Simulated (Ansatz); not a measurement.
A relaxation computed with Ansatz, from input to last step.

```yaml
crystal:
  lattice:
    - [4.5460010326, 0.0, 0.0]
    - [-2.2730005163, 3.9369523798, 0.0]
    - [0.0, 0.0, 14.8471725005]
  atoms:
    - { symbol: Ba, position: [0.0, 0.0, 0.0] }
    - { symbol: S, position: [0.6666666667, 0.3333333333, 0.125] }
    - { symbol: Ba, position: [0.3333333333, 0.6666666667, 0.25] }
    - { symbol: S, position: [0.6666666667, 0.3333333333, 0.375] }
    - { symbol: Ba, position: [0.0, 0.0, 0.5] }
    - { symbol: S, position: [0.3333333333, 0.6666666667, 0.625] }
    - { symbol: Ba, position: [0.6666666667, 0.3333333333, 0.75] }
    - { symbol: S, position: [0.3333333333, 0.6666666667, 0.875] }
basis:
  ecutwfc: 420
kpoints:
  mp_grid: { grid: [9, 9, 3] }
hamiltonian:
  xc: pbe
scf:
  occupations: { method: gaussian, width: 0.02 }
output:
  forces: true
  stress: true
  eigenvalues: true
  populations: true
relax:
  adjacent_minimum: "off"
  f_tol: 0.01
  max_steps: 45
  cell: { stress_tol: 0.05 }
```

```bash
ansatz run input.yaml --threads 1 --pin off --max-ram 2560MiB --backend cpu --events-out ev --progress --plain --runs-dir out
```

Computed with DFT PBE, scalar-relativistic, plane waves, PAW in Ansatz.

Of 4 frames 4 are shown, positions in Å and forces in eV/Å; the SCF threshold varies from step to step. Steps run on the plane waves of an earlier cell, with a Pulay correction in the pressure. The basis is chosen afresh for the last frame, the zero of the energies, and can be on the way; energy and pressure step there, also at an unchanged geometry.

```xyz
8
Lattice="4.5460 0.0000 0.0000 -2.2730 3.9370 0.0000 0.0000 0.0000 14.8472" Properties=species:S:1:pos:R:3:forces:R:3 pbc="T T T" step=1 free_energy_over_end_meV_per_atom=6.72 pressure_GPa=-0.21
Ba    0.0000    0.0000    0.0000    0.0000    0.0000    0.0000
S     2.2730    1.3123    1.8559    0.0000    0.0000   -0.1990
Ba    0.0000    2.6246    3.7118    0.0000    0.0000    0.0000
S     2.2730    1.3123    5.5677    0.0000    0.0000    0.1990
Ba    0.0000    0.0000    7.4236    0.0000    0.0000    0.0000
S     0.0000    2.6246    9.2795    0.0000    0.0000   -0.1990
Ba    2.2730    1.3123   11.1354    0.0000    0.0000    0.0000
S     0.0000    2.6246   12.9913    0.0000    0.0000    0.1990
8
Lattice="4.4503 0.0000 0.0000 -2.2251 3.8541 0.0000 0.0000 0.0000 15.2919" Properties=species:S:1:pos:R:3:forces:R:3 pbc="T T T" step=2 free_energy_over_end_meV_per_atom=0.97 pressure_GPa=0.23
Ba    0.0000    0.0000    0.0000    0.0000    0.0000    0.0000
S     2.2251    1.2847    1.8759    0.0000    0.0000    0.0980
Ba    0.0000    2.5694    3.8230    0.0000    0.0000    0.0000
S     2.2251    1.2847    5.7700    0.0000    0.0000   -0.0980
Ba    0.0000    0.0000    7.6460    0.0000    0.0000    0.0000
S     0.0000    2.5694    9.5219    0.0000    0.0000    0.0980
Ba    2.2251    1.2847   11.4690    0.0000    0.0000    0.0000
S     0.0000    2.5694   13.4160    0.0000    0.0000   -0.0980
8
Lattice="4.4775 0.0000 0.0000 -2.2387 3.8776 0.0000 0.0000 0.0000 15.1992" Properties=species:S:1:pos:R:3:forces:R:3 pbc="T T T" step=3 free_energy_over_end_meV_per_atom=0.00 pressure_GPa=0.00
Ba    0.0000    0.0000    0.0000    0.0000    0.0000    0.0000
S     2.2387    1.2925    1.8776    0.0000    0.0000   -0.0040
Ba    0.0000    2.5851    3.7998    0.0000    0.0000    0.0000
S     2.2387    1.2925    5.7221    0.0000    0.0000    0.0040
Ba    0.0000    0.0000    7.5996    0.0000    0.0000    0.0000
S     0.0000    2.5851    9.4772    0.0000    0.0000   -0.0040
Ba    2.2387    1.2925   11.3994    0.0000    0.0000    0.0000
S     0.0000    2.5851   13.3217    0.0000    0.0000    0.0040
8
Lattice="4.4775 0.0000 0.0000 -2.2387 3.8776 0.0000 0.0000 0.0000 15.1992" Properties=species:S:1:pos:R:3:forces:R:3 pbc="T T T" step=4 free_energy_over_end_meV_per_atom=0.00 pressure_GPa=0.00
Ba    0.0000    0.0000    0.0000    0.0000    0.0000    0.0000
S     2.2387    1.2925    1.8776    0.0000    0.0000   -0.0040
Ba    0.0000    2.5851    3.7998    0.0000    0.0000    0.0000
S     2.2387    1.2925    5.7221    0.0000    0.0000    0.0040
Ba    0.0000    0.0000    7.5996    0.0000    0.0000    0.0000
S     0.0000    2.5851    9.4772    0.0000    0.0000   -0.0040
Ba    2.2387    1.2925   11.3994    0.0000    0.0000    0.0000
S     0.0000    2.5851   13.3217    0.0000    0.0000    0.0040
```

It took 62 s on 1 thread of Arm Neoverse V2, with other jobs on the host, peak memory 0.56 GiB.